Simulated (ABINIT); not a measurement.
Al2Pt in ABINIT: the effect of functional

Crystal: Al2Pt.

```
CELL_PARAMETERS angstrom
0.00000 2.95500 2.95500
2.95500 0.00000 2.95500
2.95500 2.95500 0.00000
ATOMIC_POSITIONS crystal
Pt 0.00000 0.00000 0.00000
Al 0.75000 0.75000 0.75000
Al 0.25000 0.25000 0.25000
```

Alike in all runs:

```yaml
Program: ABINIT 10.8.3 (patched build)
Task: band structure
Potentials_or_basis: JTH PAW PBE v2.0
Cutoff: 517 eV
k_mesh: 8 × 8 × 8
Occupations: fermi-dirac, width 0.05 eV
Spin: no spin polarisation
```

```tsv
functional	pressure (GPa)
LDA	-3.4
PBEsol	-0.8
RPBE	4.3
BLYP	6.4
AM05	-1.2
r2SCAN	-0.3
SCAN	-2.7
revPBE	3.8
PW91	?
WC	-0.4
```

Question: What does the run with functional PW91 give?

Answer: Pressure 2.2 GPa.

Caveats: the PAW data sets were made with another functional, which shifts forces and pressure a little.

Runs at the PBE level aren't shown here.
